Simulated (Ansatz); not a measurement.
Magnetic states of iron, A15

Method: Ansatz, DFT, revPBE, plane waves (420 eV) with PAW, scalar-relativistic. (PAW data from PBE, frozen cores regenerated.)

Each start was relaxed and then solved on a dense mesh, with Fermi-Dirac smearing of 0.05 eV (0.1 eV in a metal without spin) extrapolated to zero. Rows within 2 meV/atom of each other tie.

Where does each start end, and how do the energies compare? Starts: non-magnetic; ferromagnetic.


| start | ends | ΔE (meV/atom) | V (Å³/atom) |
| --- | --- | --- | --- |
| ferromagnetic | ferromagnetic, net 2.40 μB per atom | 0.0 | 12.05 |
| non-magnetic | spin not included | 281.7 | 10.66 |
